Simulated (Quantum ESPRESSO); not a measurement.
Wanted: an ASE script for a Quantum ESPRESSO 7.5 run.

```yaml
Task: relaxation of cell and atoms
Functional: PBEsol
Dispersion: D4
Potentials_or_basis: GBRV 1.5 PBEsol
Cutoff: 612 eV
Density_cutoff: 4898 eV
k_mesh: 7 × 7 × 7
Occupations: fermi-dirac, width 0.05 eV
Spin: no spin polarisation
ASE_optimiser: FIRE
Dispersion_computed_by: dftd4 4.3.1 through ASE
Mixing_beta: 0.5
Most_SCF_iterations: 120
SCF_threshold: 4e-10 Ry
```

The structure of Pb lies in Pb.cif:

```cif
data_Pb
_cell_length_a 4.86348052
_cell_length_b 4.86348052
_cell_length_c 4.86348052
_cell_angle_alpha 60.00000000
_cell_angle_beta 60.00000000
_cell_angle_gamma 60.00000000
_space_group_name_H-M_alt 'P1'
_space_group_name_Hall 'P 1'
_space_group_IT_number 1
loop_
_space_group_symop_operation_xyz
'x,y,z'
loop_
_atom_site_label
_atom_site_type_symbol
_atom_site_symmetry_multiplicity
_atom_site_Wyckoff_symbol
_atom_site_fract_x
_atom_site_fract_y
_atom_site_fract_z
_atom_site_occupancy
Pb1 Pb 1 a 0.2500000000 0.2500000000 0.2500000000 1
Pb2 Pb 1 a 0.0000000000 0.0000000000 0.0000000000 1
```

This isn't the form of Pb at room conditions, which is fcc.

One way to write it, as run:

run.py

```python
import numpy as np
from ase.calculators.espresso import Espresso, EspressoProfile
from ase.io import read

atoms = read('Pb.cif')

input_data = {
    'control': {'calculation': 'scf', 'prefix': 'pwscf', 'outdir': './tmp', 'tprnfor': True, 'tstress': True, 'disk_io': 'low'},
    'system': {'ecutwfc': 45.0, 'ecutrho': 360.0, 'nbnd': 21, 'occupations': 'smearing', 'smearing': 'fd', 'degauss': 0.00367493},
    'electrons': {'conv_thr': 4e-10, 'electron_maxstep': 120, 'mixing_beta': 0.5},
}
pseudopotentials = {'Pb': 'pb_pbesol_v1.uspp.F.UPF'}
profile = EspressoProfile(command='mpirun -n 2 pw.x -nk 2', pseudo_dir='pseudo')
dft = Espresso(profile=profile, input_data=input_data, pseudopotentials=pseudopotentials, kpts=(7, 7, 7), koffset=(0, 0, 0))
from ase.calculators.mixing import SumCalculator
from dftd4.ase import DFTD4
d4 = DFTD4(method='pbesol')
atoms.calc = SumCalculator([dft, d4])

from ase.optimize import FIRE
from ase.filters import FrechetCellFilter
done = FIRE(FrechetCellFilter(atoms), trajectory='opt.traj').run(fmax=0.02, steps=30)
print('converged', done)
print('cell (A)', np.round(atoms.cell.cellpar(), 5))
print(f'energy {atoms.get_potential_energy():.8f} eV')
print('forces (eV/A)')
print(np.round(atoms.get_forces(), 6))
print('stress (eV/A^3, Voigt)')
print(np.round(atoms.get_stress(), 8))
print(f'Fermi level {dft.get_fermi_level():.4f} eV')
print(f'D4 part {d4.get_potential_energy(atoms):.8f} eV')
atoms.write('final.traj')
```

Potentials or basis: GBRV 1.5 PBEsol.

Command:

```bash
$ OMP_NUM_THREADS=1 python run.py
```

Results of the run:

```
Relaxed volume                         : 40.15 Å³/atom
Relaxed cell                           : a = 4.842 Å, b = 4.842 Å, c = 4.842 Å, α = 60.00°, β = 60.00°, γ = 60.00°
Space group after relaxing (to 0.05 Å) : Fd-3m (No. 227)
Energy gained by relaxing              : 0.4 meV/atom
Ionic steps                            : 5
Pressure after relaxing                : 0.0 GPa
Band gap on the k mesh                 : none (metal or under the smearing width)
Dispersion energy per atom             : -0.195 eV
```

Caveat: pairwise dispersion overbinds metals, which lowers pressure and volume.

It took 3.9 min on 2 MPI ranks on Arm Neoverse N1, on a shared host, peak memory 0.38 GiB a rank.
